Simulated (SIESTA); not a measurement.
The system is HfO2.

```
CELL_PARAMETERS angstrom
5.21946 0.00000 0.00000
0.00000 5.00476 0.00000
0.00000 0.00000 5.03269
ATOMIC_POSITIONS crystal
Hf 0.96699 0.73252 0.74144
Hf 0.53301 0.73252 0.24144
Hf 0.46699 0.26748 0.74144
Hf 0.03301 0.26748 0.24144
O 0.63213 0.92865 0.87927
O 0.86787 0.92865 0.37927
O 0.23395 0.53988 0.49229
O 0.26605 0.53988 0.99229
O 0.76605 0.46012 0.99229
O 0.73395 0.46012 0.49229
O 0.13213 0.07135 0.87927
O 0.36787 0.07135 0.37927
```

Measurements of this composition are mostly on another form, of space group No. 14.

| Quantity | Value |
| --- | --- |
| Program | SIESTA 5.4.2 |
| Task | single point |
| Functional | PBE |
| Potentials or basis | PseudoDojo 0.4 standard (PBE files) |
| Basis | DZP (energy shift 0.003 Ry; two zetas on semicore shells) |
| Grid cutoff | 800 Ry |
| Energy shift | 0.003 Ry |
| k mesh | 5 × 6 × 5 |
| Occupations | fermi-dirac, width 0.05 eV |
| Spin | no spin polarisation |

On this cell: pressure 12.4 GPa; largest force 0.189 eV/Å; band gap on the k mesh 4.29 eV, indirect (least direct gap 4.48 eV).

The same run follows on a disturbed copy (atoms moved at random, drawn with an rms of 0.05 Å):

```
CELL_PARAMETERS angstrom
5.21946 0.00000 0.00000
0.00000 5.00476 0.00000
0.00000 0.00000 5.03269
ATOMIC_POSITIONS crystal
Hf 0.96174 0.73212 0.73881
Hf 0.53227 0.73612 0.24181
Hf 0.46851 0.27142 0.75413
Hf 0.03721 0.26175 0.25080
O 0.62770 0.92668 0.88079
O 0.86841 0.93107 0.38357
O 0.23989 0.53269 0.49992
O 0.27614 0.54123 0.98841
O 0.76469 0.45560 0.99350
O 0.74308 0.45565 0.48763
O 0.12419 0.06382 0.87332
O 0.36004 0.07275 0.38158
```

Question: What does the disturbed cell give?

Answer: The energy moves by +18.4 meV/atom; pressure 13.2 GPa; largest force 1.359 eV/Å; band gap on the k mesh 4.22 eV, indirect (least direct gap 4.51 eV).

Forces on the atoms (eV/Å):
```
Hf   0.524 -0.663  0.379
Hf  -0.039 -0.410  0.426
Hf   0.230 -0.254 -0.966
Hf  -0.390  0.800 -0.798
O    0.050 -0.236  0.043
O   -0.458 -0.579 -0.130
O   -0.048  0.711 -0.496
O   -1.056  0.031  0.715
O    0.342  0.128 -0.076
O   -0.724 -0.040  0.325
O    0.633  1.053  0.581
O    0.936 -0.542 -0.006
```

Stress tensor (GPa, compression positive):
```
13.00 -0.51  0.94
-0.51 14.23  0.94
 0.94  0.94 12.38
```

Caveats: short orbitals over semicore shells can move pressures by several GPa; spin-orbit coupling is left out, which moves the levels of the heavy elements; an odd mesh through Γ misses points on the zone boundary, where band edges often lie; the basis of atomic orbitals isn't converged, which shifts pressures, moduli and gaps.
